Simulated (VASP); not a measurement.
# FeO (I4/mmm) in VASP: a series of runs, part 2 of 2

VASP 6.6.1. Earlier steps stand in the parts before.

### Step 4. Single point, PBE, collinear spin, ferromagnetic start

The input, INCAR:

```
SYSTEM = FeO
PREC     = Normal         ! precision mode
ENCUT    = 500            ! plane-wave cutoff, eV
EDIFF    = 1E-6           ! SCF threshold, eV
ISMEAR   = 0              ! smearing method
SIGMA    = 0.05           ! smearing width, eV
LREAL    = .FALSE.        ! projectors in reciprocal space
LASPH    = .TRUE.         ! aspherical terms in the spheres
NELM     = 100            ! most SCF steps
ALGO     = Normal         ! electronic algorithm
ISIF     = 2              ! what is computed and relaxed
LWAVE    = .FALSE.        ! write WAVECAR
LCHARG   = .FALSE.        ! write CHGCAR
ISPIN    = 2              ! spin polarisation
MAGMOM   = 3 0            ! initial moments
LORBIT   = 11             ! projections on sites
LMAXMIX  = 4              ! l up to which the mixer works
GGA      = PE             ! functional
ADDGRID  = .FALSE.
```

The input, KPOINTS:

```
Automatic mesh
0
G
  7 7 7
  0 0 0
```

The input, POSCAR:

```
FeO
1.0
   -1.6021034130      1.6021034130      2.0833922500
    1.6021034130     -1.6021034130      2.0833922500
    1.6021034130      1.6021034130     -2.0833922500
Fe O
1 1
Direct
    0.0000000000      0.0000000000      0.0000000000
    0.5000000000      0.5000000000      0.0000000000
```

Run with:

```
cat potpaw_PBE.64/Fe/POTCAR potpaw_PBE.64/O/POTCAR > POTCAR
mpirun -np 1 vasp_std > vasp.out
```

It took 17 s on 1 thread of Intel Xeon Platinum 8488C (Sapphire Rapids), shared host; peak memory 0.13 GiB.

The run converged, but some of its settings lie outside the range that counts as converged, so its numbers aren't taken as properties of the crystal.

What came out:

```yaml
Free_energy: -14.8641 eV
Pressure: -8.8 GPa
Band_gap_on_the_k_mesh: none (metal or under the smearing width)
Net_moment: 4.01 μB per cell
Site_moments: Fe +3.62; O +0.29 μB
Valence_electrons_inside_the_program's_atomic_spheres: Fe 6.66; O 4.97
```

Caveat: the k mesh is coarse (spacing up to 0.40 Å⁻¹), so the values aren't converged; a cell with one magnetic atom can't hold antiferromagnetic order, which such compounds often take; semilocal functionals often make such compounds metallic where correlation or magnetic order opens a gap, which also shifts bond lengths.

### Step 5. Single point, PBE, collinear spin, ferromagnetic start

Changes to INCAR since step 4:

```diff
@@ -1,3 +1,3 @@
 SYSTEM = FeO
-PREC     = Normal         ! precision mode
+PREC     = Accurate       ! precision mode
 ENCUT    = 500            ! plane-wave cutoff, eV
@@ -6,3 +6,3 @@
 SIGMA    = 0.05           ! smearing width, eV
-LREAL    = .FALSE.        ! projectors in reciprocal space
+LREAL    = Auto         
 LASPH    = .TRUE.         ! aspherical terms in the spheres
```

KPOINTS is that of step 4.

POSCAR is that of step 4.

Potentials or basis: VASP PAW PBE potentials, release 64 (Fe, O).

Run with:

```
cat potpaw_PBE.64/Fe/POTCAR potpaw_PBE.64/O/POTCAR > POTCAR
mpirun -np 1 vasp_std > vasp.out
```

OUTCAR:

```text
SYSTEM = FeO
   PREC = Accurate
   ENCUT = 500
   EDIFF = 1E-6
   ISMEAR = 0
   LREAL = Auto
   LASPH = .TRUE.
   NELM = 100
   ISIF = 2
   ISPIN = 2
   LORBIT = 11
   GGA = PE

 Found     40 irreducible k-points:

 Following reciprocal coordinates:
            Coordinates               Weight
  0.000000  0.000000  0.000000      1.000000
  0.142857  0.000000 -0.000000      8.000000
  0.285714  0.000000  0.000000      8.000000
  0.428571  0.000000 -0.000000      8.000000
  0.142857  0.142857 -0.000000      8.000000
  0.285714  0.142857 -0.000000     16.000000
   k-points           NKPTS =     40   k-points in BZ     NKDIM =     40   number of bands    NBANDS=     13
[... 285 lines left out ...]
  energy-cutoff  :      500.00
  volume of cell :       21.39
      direct lattice vectors                 reciprocal lattice vectors
    -1.602103413  1.602103413  2.083392250     0.000000000  0.312089717  0.239993213
     1.602103413 -1.602103413  2.083392250     0.312089717  0.000000000  0.239993213
     1.602103413  1.602103413 -2.083392250     0.312089717  0.312089717  0.000000000

 POSITION                                       TOTAL-FORCE (eV/Angst)
 -----------------------------------------------------------------------------------
      0.00000      0.00000      0.00000         0.000000      0.000000      0.000000
      0.00000      0.00000      2.08339        -0.000000     -0.000000      0.000000
 -----------------------------------------------------------------------------------
    total drift:                               -0.000000      0.000000     -0.000000

  FREE ENERGIE OF THE ION-ELECTRON SYSTEM (eV)
  ---------------------------------------------------
  free  energy   TOTEN  =       -14.8649251724 eV

  energy  without entropy=      -14.8631127463  energy(sigma->0) =      -14.86401896

 total charge

# of ion       s       p       d       tot
------------------------------------------
    1        0.279   0.326   6.051   6.655
    2        1.559   3.408   0.000   4.968
--------------------------------------------------
tot          1.838   3.734   6.051  11.623

 magnetization (x)

# of ion       s       p       d       tot
------------------------------------------
    1        0.031   0.019   3.571   3.622
    2        0.028   0.268   0.000   0.295
--------------------------------------------------
tot          0.059   0.287   3.571   3.917
```

Wall time 53 s (1 thread of Intel Xeon Platinum 8488C (Sapphire Rapids), shared host); peak memory 0.15 GiB.

The run converged, but some of its settings lie outside the range that counts as converged, so its numbers aren't taken as properties of the crystal.

Results:

```
Free energy                                           : -14.8649 eV
Pressure                                              : -8.9 GPa
Band gap on the k mesh                                : none (metal or under the smearing width)
Net moment                                            : 4.01 μB per cell
Site moments                                          : Fe +3.62; O +0.29 μB
Valence electrons inside the program's atomic spheres : Fe 6.66; O 4.97
```

Caveat: the k mesh is coarse (spacing up to 0.40 Å⁻¹), so the values aren't converged; a cell with one magnetic atom can't hold antiferromagnetic order, which such compounds often take; semilocal functionals often make such compounds metallic where correlation or magnetic order opens a gap, which also shifts bond lengths.
